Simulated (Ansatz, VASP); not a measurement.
**Si: VASP beside Ansatz**

```xyz
2
Lattice="0.0000 2.7240 2.7240 2.7240 0.0000 2.7240 2.7240 2.7240 0.0000" Properties=species:S:1:pos:R:3 pbc="T T T"
Si    0.0000    0.0000    0.0000
Si    1.3620    1.3620    1.3620
```

Alike in both runs: task single point; functional PBE; k mesh 8 × 8 × 8; no spin polarisation.

|  | VASP | Ansatz |
| --- | --- | --- |
| version | VASP 6.6.1 | Ansatz 0.2 development build |
| potentials or method | VASP PAW PBE potentials, release 64 (Si), cutoff 520 eV | all-electron full-potential LAPW, scalar-relativistic |
| occupations | gaussian, width 0.01 eV | fixed |

```csv
,VASP,Ansatz,Ansatz less VASP
gap on the k mesh at the Fermi level (eV),0.63,0.63,-0.001
pressure (GPa),1.0,1.1,+0.05
```

Ansatz ran all-electron here, so the differences hold the error of VASP's frozen core and of both bases.

A k mesh can miss the band edges. Expect the measured gap to be larger: semilocal functionals such as PBE lack the derivative discontinuity.
